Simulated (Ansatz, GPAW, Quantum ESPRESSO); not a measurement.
**One calculation of ZrB2, 3 ways**

```xyz
3
Lattice="3.1700 0.0000 0.0000 -1.5850 2.7453 0.0000 0.0000 0.0000 3.5330" Properties=species:S:1:pos:R:3 pbc="T T T"
Zr    0.0000    0.0000    0.0000
B     1.5850    0.9151    1.7665
B     0.0000    1.8302    1.7665
```

Alike in all runs: task band structure; functional LDA; k mesh 10 × 10 × 8; occupations fermi-dirac, width 0.05 eV; no spin polarisation; no spin-orbit coupling. LDA stands for any of its common fits. Pressure is positive in compression and, in plane waves, holds the error of the finite cutoff, which Ansatz's Pulay term estimates and takes out.

```tsv
program and potentials	plane-wave cutoff (eV)	notes	pressure (GPa)
Ansatz, Ansatz PAW	420	potentials made for PBE, which Ansatz adapts in part; Pulay term of +0.21 GPa included	-8.78
GPAW, the program's PAW data sets (release 1.2.1) made for this functional	800	-	-9.84
Quantum ESPRESSO, PseudoDojo 0.4.1 SR LDA standard	1034	-	-8.64
```

The pressure spans -9.84 (GPAW, the program's PAW data sets (release 1.2.1) made for this functional) to -8.64 GPa (Quantum ESPRESSO, PseudoDojo 0.4.1 SR LDA standard).

The functional is the same throughout but for its coding, so the spread measures potentials, basis and numerics; runs on potential files found faulty are left out.
